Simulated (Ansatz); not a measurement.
Relaxed bulk SiC:

```cif
data_structure
_symmetry_space_group_name_H-M 'P6_3mc'
_symmetry_Int_Tables_number 186
_cell_length_a 3.0918
_cell_length_b 3.0918
_cell_length_c 5.0740
_cell_angle_alpha 90.000
_cell_angle_beta 90.000
_cell_angle_gamma 120.000
_cell_volume 42.00
loop_
_atom_site_label
_atom_site_type_symbol
_atom_site_symmetry_multiplicity
_atom_site_Wyckoff_symbol
_atom_site_fract_x
_atom_site_fract_y
_atom_site_fract_z
_atom_site_occupancy
Si1 Si 2 b 0.33333 0.66667 0.00456 1
C1 C 2 b 0.33333 0.66667 0.38044 1
```

Miller indices refer to the conventional cell of P6_3mc (No. 186), a = 3.092 Å, b = 3.092 Å, c = 5.074 Å, α = 90.00°, β = 90.00°, γ = 120.00°. The bulk's gap is 2.31 eV.

The (001) slab of 12 planes, 13.3 Å thick with 15 Å of vacuum as cut; outer planes Si (top) and C (bottom).

These are results of DFT PBE, scalar-relativistic, plane waves, PAW in Ansatz, not measurements. Settings: cutoff 420 eV, Γ-centred mesh 9×9×1 on the computed 12-atom cell, Gaussian smearing of 0.05 eV; no spin polarisation. A dipole correction removes the field between periodic images along c.

This cut of an insulator is polar or leaves open shells, so the slab is metallic here; real surfaces compensate by reconstruction or adsorbates.

Results for the relaxed slab:

```
Surface energy (mean of both faces)   : 3.87 J/m²
Gap of the slab on the mesh           : none (metal or semimetal)
Work function                         : 4.31 eV (top), 5.60 eV (bottom)
Dipole of the slab along +c, per cell : 0.06 e·Å
```

Relaxation lowers the energy by 0.366 J/m² a face; the largest move is 0.212 Å.

```
plane (bottom to top) atoms spacing to next, bulk (Å) relaxed (Å) change (%)
                    1      C                      0.630        0.346       -45.0
                    2     Si                      1.907        2.015        +5.7
                    3      C                      0.630        0.550       -12.6
                    4     Si                      1.907        1.944        +1.9
                    5      C                      0.630        0.599        -4.8
                    6     Si                      1.907        1.934        +1.4
                    7      C                      0.630        0.606        -3.8
                    8     Si                      1.907        1.934        +1.4
                    9      C                      0.630        0.607        -3.6
                   10     Si                      1.907        1.953        +2.4
                   11      C                      0.630        0.580        -7.9
                   12     Si
```